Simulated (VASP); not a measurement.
# TePb in VASP: the effect of strain

Crystal: TePb.

```
CELL_PARAMETERS angstrom
7.65287 0.00000 0.00000
0.00000 4.57058 0.00000
0.00000 0.00000 7.91497
ATOMIC_POSITIONS crystal
Pb 0.99847 0.25000 0.25125
Pb 0.49847 0.25000 0.24875
Pb 0.50153 0.75000 0.75125
Pb 0.00153 0.75000 0.74875
Te 0.75109 0.25000 0.91662
Te 0.25109 0.25000 0.58338
Te 0.74891 0.75000 0.41662
Te 0.24891 0.75000 0.08338
```

The cell comes from a database or a generator and needn't be the stable form of this composition.

The cell isn't the ideal one: strain = -0.04.

Alike in all runs:

```yaml
Program: VASP 6.6.1
Task: single point
Functional: PBE
Potentials_or_basis: VASP PAW PBE potentials, release 64 (Pb_d, Te)
Cutoff: 520 eV
k_mesh: 3 × 5 × 3
Occupations: fermi-dirac, width 0.05 eV
Spin: no spin polarisation
Strain_kind: uniaxial_x
Further_INCAR_settings: ALGO = Normal; EDIFF = 1e-06; NBANDS = 50
```

```tsv
strain	gap on the mesh (eV)	pressure (GPa)
-0.04	none	1.8
-0.02	none	0.8
-0.01	0.08	0.3
0	0.17	-0.1
0.01	?	?
0.02	0.34	-0.9
0.04	0.34	-1.6
```

**Question.** What does the run with strain 0.01 give?

**Answer.** gap on the mesh 0.27 eV; pressure -0.5 GPa.

Worked out: A parabola through the other rows of the pressure, of slope -39.8 GPa per unit of strain there, gives -0.5 GPa, against the run's -0.5.

Caveats: spin-orbit coupling is left out, which as a rule narrows the gap of such compounds by several tenths of an eV (some runs); an odd mesh through Γ misses points on the zone boundary, where band edges often lie (some runs).

A gap of «none» marks a metal or a gap under the smearing width.
